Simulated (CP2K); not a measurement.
# TaN (P-6m2) in CP2K: a series of runs, part 2 of 2

CP2K 2026.2. The steps go on from the part before.

### 4 Single point, PBE

Input file tan_scf.inp:

```
&GLOBAL
  PROJECT tan_scf
  RUN_TYPE ENERGY_FORCE
  PRINT_LEVEL LOW
&END GLOBAL
&FORCE_EVAL
  METHOD QS
  STRESS_TENSOR ANALYTICAL
  &DFT
    BASIS_SET_FILE_NAME BASIS_MOLOPT
    POTENTIAL_FILE_NAME GTH_POTENTIALS
    &MGRID
      CUTOFF 450
      REL_CUTOFF 60
      NGRIDS 5
    &END MGRID
    &QS
      METHOD GPW
      EPS_DEFAULT 1.0E-9
    &END QS
    &KPOINTS
      SCHEME MONKHORST-PACK 10 10 9
      GAMMA_CENTERED T
      SYMMETRY T
      SYMMETRY_BACKEND SPGLIB
    &END KPOINTS
    &SCF
      SCF_GUESS ATOMIC
      EPS_SCF 1.0E-6
      MAX_SCF 100
      ADDED_MOS 13
      CHOLESKY OFF
      EPS_EIGVAL 1.0E-7
      &DIAGONALIZATION ON
        ALGORITHM STANDARD
      &END DIAGONALIZATION
      &MIXING ON
        METHOD BROYDEN_MIXING
        ALPHA 0.4
        BETA 1.5
        NBUFFER 8
      &END MIXING
      &SMEAR ON
        METHOD FERMI_DIRAC
        ELECTRONIC_TEMPERATURE [K] 580.226
      &END SMEAR
    &END SCF
    &XC
      &XC_FUNCTIONAL PBE
      &END XC_FUNCTIONAL
    &END XC
    &PRINT
      &KPOINTS ON
      &END KPOINTS
      &MULLIKEN ON
      &END MULLIKEN
      &MO ON
        ENERGIES T
        OCCUPATION_NUMBERS T
        &EACH
          QS_SCF 0
        &END EACH
        ADD_LAST NUMERIC
      &END MO
      &E_DENSITY_CUBE ON
        STRIDE 1
      &END E_DENSITY_CUBE
      &V_HARTREE_CUBE ON
        STRIDE 1
      &END V_HARTREE_CUBE
      &ELF_CUBE ON
        STRIDE 1
      &END ELF_CUBE
    &END PRINT
  &END DFT
  &SUBSYS
    &CELL
      A 2.9380011100 0.0000000000 0.0000000000
      B -1.4690005500 2.5443836000 0.0000000000
      C 0.0000000000 0.0000000000 2.8830022100
      PERIODIC XYZ
    &END CELL
    &COORD
      SCALED
      Ta  0.3333333333 0.6666666667 0.5000000000
      N   0.0000000000 0.0000000000 0.0000000000
    &END COORD
    &KIND Ta
      BASIS_SET DZVP-MOLOPT-SR-GTH-q13
      POTENTIAL GTH-PBE-q13
    &END KIND
    &KIND N
      BASIS_SET DZVP-MOLOPT-SR-GTH-q5
      POTENTIAL GTH-BLYP-q5
    &END KIND
    &PRINT
      &ATOMIC_COORDINATES ON
      &END ATOMIC_COORDINATES
      &CELL ON
      &END CELL
      &SYMMETRY ON
      &END SYMMETRY
    &END PRINT
  &END SUBSYS
  &PRINT
    &FORCES ON
    &END FORCES
    &STRESS_TENSOR ON
    &END STRESS_TENSOR
  &END PRINT
&END FORCE_EVAL
```

Potentials or basis: GTH_POTENTIALS Ta GTH-PBE-q13, N GTH-BLYP-q5; DZVP-MOLOPT-SR-GTH basis.

Run with:

```sh
OMP_NUM_THREADS=1 cp2k.psmp -i tan_scf.inp -o tan_scf.out
```

tan_scf.out:

```text

 CP2K| version string:                                       CP2K version 2026.2
 CP2K| Input file name                                               tan_scf.inp

 GLOBAL| Force Environment number                                              1
 GLOBAL| Basis set file name                                        BASIS_MOLOPT
 GLOBAL| Potential file name                                      GTH_POTENTIALS
 GLOBAL| MM Potential file name                                     MM_POTENTIAL
 GLOBAL| Coordinate file name                                      __STD_INPUT__
 GLOBAL| Method name                                                        CP2K
 GLOBAL| Project name                                                    tan_scf
 GLOBAL| Run type                                                   ENERGY_FORCE
 GLOBAL| FFT library                                                       FFTW3
[... 8 lines left out ...]
 GLOBAL| CPU model name                                                  UNKNOWN

 CELL| Volume [angstrom^3]:                                            21.551600
 CELL| Vector a [angstrom]:       2.938     0.000     0.000   |a| =     2.938001
 CELL| Vector b [angstrom]:      -1.469     2.544     0.000   |b| =     2.938001
 CELL| Vector c [angstrom]:       0.000     0.000     2.883   |c| =     2.883002
 CELL| Angle (b,c), alpha [degree]:                                    90.000000
 CELL| Angle (a,c), beta  [degree]:                                    90.000000
 CELL| Angle (a,b), gamma [degree]:                                   120.000000
 CELL| Numerically orthorhombic:                                              NO
 CELL| Periodicity                                                           XYZ

 CELL_REF| Volume [angstrom^3]:                                        21.551600
 CELL_REF| Vector a [angstrom     2.938     0.000     0.000   |a| =     2.938001
 CELL_REF| Vector b [angstrom    -1.469     2.544     0.000   |b| =     2.938001
 CELL_REF| Vector c [angstrom     0.000     0.000     2.883   |c| =     2.883002
 CELL_REF| Angle (b,c), alpha [degree]:                                90.000000
 CELL_REF| Angle (a,c), beta  [degree]:                                90.000000
 CELL_REF| Angle (a,b), gamma [degree]:                               120.000000
 CELL_REF| Numerically orthorhombic:                                          NO
 CELL_REF| Periodicity                                                       XYZ
[... 10 lines left out ...]

  Total number of            - Atomic kinds:                                   2
                             - Atoms:                                          2
                             - Shell sets:                                     2
                             - Shells:                                        13
                             - Primitive Cartesian functions:                 11
                             - Cartesian basis functions:                     45
                             - Spherical basis functions:                     39

  Maximum angular momentum of- Orbital basis functions:                        3
                             - Local part of the GTH pseudopotential:          2
                             - Non-local part of the GTH pseudopotential:      4

 MODULE QUICKSTEP: ATOMIC COORDINATES IN ANGSTROM

   Atom Kind Element         X             Y             Z       Z(eff)     Mass
      1    1 Ta   73      0.000000      1.696256      1.441501  13.0000 180.9479
      2    2 N     7      0.000000      0.000000      0.000000   5.0000  14.0067

 Crystal Symmetry Information
       International Symbol:                                               P-6m2
       Point Group Symbol:                                                  -6m2
       Schoenflies Symbol:                                                 D3h^1
       Number of Symmetry Operations:                                         12

 SCF PARAMETERS         Density guess:                                    ATOMIC
                        --------------------------------------------------------
                        max_scf:                                             100
                        max_scf_history:                                       0
                        max_diis:                                              4
[... 5 lines left out ...]
                        --------------------------------------------------------
                        level_shift [a.u.]:                             0.000000
[... 69 lines left out ...]

 Number of electrons:                                                         18
 Number of occupied orbitals:                                                  9
 Number of molecular orbitals:                                                22

 Number of orbital functions:                                                 39
 Number of independent orbital functions:                                     39

 SCF WAVEFUNCTION OPTIMIZATION

  Step     Update method      Time    Convergence         Total energy    Change
  ------------------------------------------------------------------------------
     1 NoMix/Diag. 0.40E+00    4.1     1.10388066       -68.9062869779 -6.89E+01
     2 Broy./Diag. 0.40E+00    3.6     0.20048927       -67.9842940160  9.22E-01
     3 Broy./Diag. 0.40E+00    3.7     0.11316574       -68.4170550698 -4.33E-01
     4 Broy./Diag. 0.40E+00    3.7     0.04057548       -68.3941186658  2.29E-02
     5 Broy./Diag. 0.40E+00    3.6     0.00912462       -68.2762705605  1.18E-01
     6 Broy./Diag. 0.40E+00    3.6     0.00145181       -68.2776894173 -1.42E-03
     7 Broy./Diag. 0.40E+00    3.6     0.00032946       -68.2786968388 -1.01E-03
     8 Broy./Diag. 0.40E+00    3.6     0.00069459       -68.2795720489 -8.75E-04
     9 Broy./Diag. 0.40E+00    3.6     0.00002561       -68.2796104030 -3.84E-05
    10 Broy./Diag. 0.40E+00    3.6     0.00001314       -68.2795464411  6.40E-05
    11 Broy./Diag. 0.40E+00    3.6     0.00000275       -68.2795559981 -9.56E-06
    12 Broy./Diag. 0.40E+00    3.7     0.00000249       -68.2795704885 -1.45E-05
    13 Broy./Diag. 0.40E+00    3.7     0.00000032       -68.2795755659 -5.08E-06

  *** SCF run converged in    13 steps ***

  Electronic density on regular grids:        -17.9999999985        0.0000000015
  Core density on regular grids:               17.9999999839       -0.0000000161
  Total charge density on r-space grids:       -0.0000000146
  Total charge density g-space grids:          -0.0000000146

  Overlap energy of the core charge distribution:               0.00000000112336
  Self energy of the core charge distribution:               -111.61144040435377
  Core Hamiltonian energy:                                     25.95176773932834
  Hartree energy:                                              26.85259410517876
  Exchange-correlation energy:                                 -9.47248573355222
  Electronic entropic energy:                                  -0.00001127366613
  Fermi energy:                                                 0.55827136229172

  Total energy:                                               -68.27957556594303
  Total energy (extrapolated to T->0):                        -68.27956992910997

 MO| EIGENVALUES AND OCCUPATION NUMBERS FOR K POINT 1
 MO|
 MO|  Index      Eigenvalue [a.u.]        Eigenvalue [eV]             Occupation
 MO|      1              -1.955613             -53.214945               2.000000
 MO|      2              -0.755618             -20.561411               2.000000
 MO|      3              -0.750889             -20.432738               2.000000
 MO|      4              -0.735964             -20.026590               2.000000
 MO|      5              -0.021514              -0.585420               2.000000
 MO|      6               0.269757               7.340465               2.000000
[... 378 lines left out ...]
 MO|     21               1.699537              46.246765               0.000000
 MO|     22               1.845123              50.208339               0.000000
 MO| Sum:                                                              18.000000
 MO| E(Fermi):            0.558271 a.u.         15.191336 eV
 MO| Band gap:            0.179957 a.u.          4.896892 eV

 [... the levels of further k-points ...]

 The electron density is written in Cube    file format to the file:

 tan_scf-ELECTRON_DENSITY-1_0.cube

 !-----------------------------------------------------------------------------!
                     Mulliken Population Analysis

 #  Atom  Element  Kind  Atomic population                           Net charge
       1     Ta       1         12.500058                              0.499942
       2     N        2          5.499942                             -0.499942
 # Total charge                             18.000000                  0.000000

 !-----------------------------------------------------------------------------!

               ----- ELF is computed on the real space grid -----

 ELF is written in Cube    file format to the file:

 tan_scf-ELF_S1-1_0.cube

 ENERGY| Total FORCE_EVAL ( QS ) energy [hartree]            -68.279575373515968

 FORCES| Atomic forces [hartree/bohr]
 FORCES|   Atom     x               y               z               |f|
 FORCES|      1 -2.72407998E-09  2.63567869E-08 -2.08515583E-15   2.64971852E-08
 FORCES|      2 -5.97454139E-09 -2.15033582E-08 -4.03176204E-16   2.23179201E-08
 FORCES| Sum    -8.69862137E-09  4.85342868E-09 -2.48833204E-15
 FORCES| Total atomic force                                       9.96101319E-09

 STRESS| Analytical stress tensor [bar]
 STRESS|                        x                   y                   z
 STRESS|      x        5.81876660166E+03  -2.47316450474E+00  -1.75029846096E-08
 STRESS|      y       -2.47316450474E+00   5.81545366325E+03  -4.76706615164E-09
 STRESS|      z       -1.75029846096E-08  -4.76706615164E-09   5.44862407745E+03
 STRESS| 1/3 Trace                                             5.69428144745E+03
 STRESS| Determinant                                           1.84374690293E+11

 STRESS| Eigenvectors and eigenvalues of the analytical stress tensor [bar]
 STRESS|                        1                   2                   3
 STRESS| Eigenvalues   5.44862407745E+03   5.81413348453E+03   5.82008678039E+03
 STRESS|      x           0.000000000047      0.470909694884      0.882181420834
 STRESS|      y           0.000000000013      0.882181420834     -0.470909694884
 STRESS|      z           1.000000000000     -0.000000000034     -0.000000000036
```

It took 65 s on 1 thread of Arm Neoverse V2, shared host; peak memory 0.26 GiB.

What came out:

| Property | Result |
| --- | --- |
| Free energy | -1857.9817 eV |
| Pressure | 0.6 GPa |
| Band gap on the k mesh | none (metal or under the smearing width) |
| Mulliken charges | Ta +0.50; N -0.50 e |

Caveat: Mulliken charges move with the basis; the potentials were made for another functional, which shifts forces and pressure; the basis of atomic orbitals isn't converged, which shifts pressures, moduli and gaps. The run has no spin-orbit coupling, so splittings on Ta are missing.

### 5 Single point, PBE

Edit tan_scf.inp of step 4 so:

```diff
@@ -10,3 +10,3 @@
     BASIS_SET_FILE_NAME BASIS_MOLOPT
-    POTENTIAL_FILE_NAME GTH_POTENTIALS
+    POTENTIAL_FILE_NAME POTENTIAL_UZH
     &MGRID
@@ -89,3 +89,3 @@
       BASIS_SET DZVP-MOLOPT-SR-GTH-q13
-      POTENTIAL GTH-PBE-q13
+      POTENTIAL GTH-SCAN-q13
     &END KIND
@@ -93,3 +93,3 @@
       BASIS_SET DZVP-MOLOPT-SR-GTH-q5
-      POTENTIAL GTH-BLYP-q5
+      POTENTIAL GTH-SCAN-q5
     &END KIND
```

Potentials or basis: POTENTIAL_UZH Ta GTH-SCAN-q13, N GTH-SCAN-q5; DZVP-MOLOPT-SR-GTH basis.

Run with:

```sh
OMP_NUM_THREADS=1 cp2k.psmp -i tan_scf.inp -o tan_scf.out
```

It took 65 s on 1 thread of Arm Neoverse V2, shared host; peak memory 0.26 GiB.

The run converged. Its results:

| Item | Value |
| --- | --- |
| Free energy | -1851.8005 eV |
| Pressure | -2.8 GPa |
| Band gap on the k mesh | none (metal or under the smearing width) |
| Mulliken charges | Ta +0.39; N -0.39 e |

Stress tensor (GPa, compression positive):
```
-2.68  0.00  0.00
 0.00 -2.68  0.00
 0.00  0.00 -3.05
```

Levels at points of the mesh, in eV from the Fermi level:
```csv
k point,band 5,band 6,band 7,band 8,band 9,band 10,band 11,band 12,band 13,band 14
"(0.00, 0.00, 0.00)",-17.61,-4.57,-4.57,-4.25,-2.94,2.26,3.52,3.52,3.89,3.89
"(0.00, 0.50, 0.00)",-15.24,-8.26,-5.22,-3.49,-3.18,2.92,3.97,5.14,5.18,7.91
```

Caveat: Mulliken charges move with the basis; the potentials were made for another functional, which shifts forces and pressure; the basis of atomic orbitals isn't converged, which shifts pressures, moduli and gaps. The run has no spin-orbit coupling, so splittings on Ta are missing.

### 6 Single point, PBE

Edit tan_scf.inp of step 5 so:

```diff
@@ -89,3 +89,3 @@
       BASIS_SET DZVP-MOLOPT-SR-GTH-q13
-      POTENTIAL GTH-SCAN-q13
+      POTENTIAL GTH-PBE0-q13
     &END KIND
@@ -93,3 +93,3 @@
       BASIS_SET DZVP-MOLOPT-SR-GTH-q5
-      POTENTIAL GTH-SCAN-q5
+      POTENTIAL GTH-PBE0-q5
     &END KIND
```

Potentials or basis: POTENTIAL_UZH Ta GTH-PBE0-q13, N GTH-PBE0-q5; DZVP-MOLOPT-SR-GTH basis.

Run with:

```sh
OMP_NUM_THREADS=1 cp2k.psmp -i tan_scf.inp -o tan_scf.out
```

Run time: 65 s. Hardware: 1 thread of Arm Neoverse V2, shared host; peak memory 0.26 GiB.

It converged, with:

| Property | Result |
| --- | --- |
| Free energy | -1856.4076 eV |
| Pressure | 1.0 GPa |
| Band gap on the k mesh | none (metal or under the smearing width) |
| Mulliken charges | Ta +0.52; N -0.52 e |

Stress tensor (GPa, compression positive):
```
1.05 0.00 0.00
0.00 1.05 0.00
0.00 0.00 0.87
```

Levels at points of the mesh, in eV from the Fermi level:
| k point | band 7 | band 8 | band 9 | band 10 | band 11 | band 12 |
| --- | --- | --- | --- | --- | --- | --- |
| (0.00, 0.00, 0.00) | -4.63 | -4.29 | -3.07 | 2.24 | 3.52 | 3.52 |
| (0.00, 0.50, 0.00) | -5.29 | -3.55 | -3.29 | 2.97 | 3.99 | 5.14 |

Caveat: Mulliken charges move with the basis; the basis of atomic orbitals isn't converged, which shifts pressures, moduli and gaps. The run has no spin-orbit coupling, so splittings on Ta are missing.

### 7 Overview

| potentials or basis | gap on the mesh (eV) | pressure (GPa) |
| --- | --- | --- |
| GTH_POTENTIALS Ta GTH-PBE-q13, N GTH-PBE-q5; DZVP-MOLOPT-SR-GTH basis | none | 0.8 |
| GTH_POTENTIALS Ta GTH-PADE-q13, N GTH-PADE-q5; DZVP-MOLOPT-SR-GTH basis | none | -22.0 |
| GTH_POTENTIALS Ta GTH-PBE-q13, N GTH-BLYP-q5; DZVP-MOLOPT-SR-GTH basis | none | 0.6 |
| POTENTIAL_UZH Ta GTH-SCAN-q13, N GTH-SCAN-q5; DZVP-MOLOPT-SR-GTH basis | none | -2.8 |
| POTENTIAL_UZH Ta GTH-PBE0-q13, N GTH-PBE0-q5; DZVP-MOLOPT-SR-GTH basis | none | 1.0 |

Alike in all rows: task single point; level PBE; no spin polarisation; cell as given; k mesh 10 × 10 × 9; smearing fermi-dirac 0.05 eV.

Caveats: the basis of atomic orbitals isn't converged, which shifts pressures, moduli and gaps; the potentials were made for another functional, which shifts forces and pressure (some runs).

Absolute energies hang on the potentials; compare differences alone.
